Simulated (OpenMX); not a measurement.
CoO:

```
CELL_PARAMETERS angstrom
1.60222 0.92504 2.56647
-1.60222 0.92504 2.56647
0.00000 -1.85008 2.56647
ATOMIC_POSITIONS crystal
Co 0.99898 0.99898 0.99898
O 0.75102 0.75102 0.75102
```

Measurements of this composition are mostly on another form, of space group No. 225.

* Program: OpenMX 3.8.5
* Task: single point
* Functional: PBE
* Potentials or basis: OpenMX 2013 PBE set, Co6.0H-s3p2d2, O6.0-s2p2d1, grid cutoff 500 Ry
* k mesh: 11 × 11 × 11
* Occupations: fermi-dirac, width 0.05 eV
* Spin: collinear spin, ferromagnetic start
* Starting moments: [2.0, 0.0] μB

On this cell: pressure 1.0 GPa; largest force 0.283 eV/Å; net moment 2.77 μB per cell; site moments Co +2.39; O +0.38 μB; band gap on the k mesh none (metal or under the smearing width).

The same run follows on a disturbed copy (atoms moved at random, drawn with an rms of 0.05 Å):

```xyz
2
Lattice="1.6022 0.9250 2.5665 -1.6022 0.9250 2.5665 0.0000 -1.8501 2.5665" Properties=species:S:1:pos:R:3 pbc="T T T"
Co    0.0168    0.0467    7.6922
O    -0.0314    0.0301    5.7840
```

Question: What does the disturbed cell give?

Answer: The energy (extrapolated to zero smearing) moves by +2.9 meV/atom; pressure 1.2 GPa; largest force 0.400 eV/Å; net moment 2.77 μB per cell; site moments Co +2.39; O +0.38 μB; band gap on the k mesh none (metal or under the smearing width).

Forces in eV/Å, atoms in the order of the input:
```
Co  -0.264 -0.100  0.271
O    0.270  0.116 -0.271
```

Caveats: the basis of atomic orbitals isn't converged, which shifts pressures, moduli and gaps; a cell with one magnetic atom can't hold antiferromagnetic order, which such compounds often take; semilocal functionals often make such compounds metallic where correlation or magnetic order opens a gap, which also shifts bond lengths.
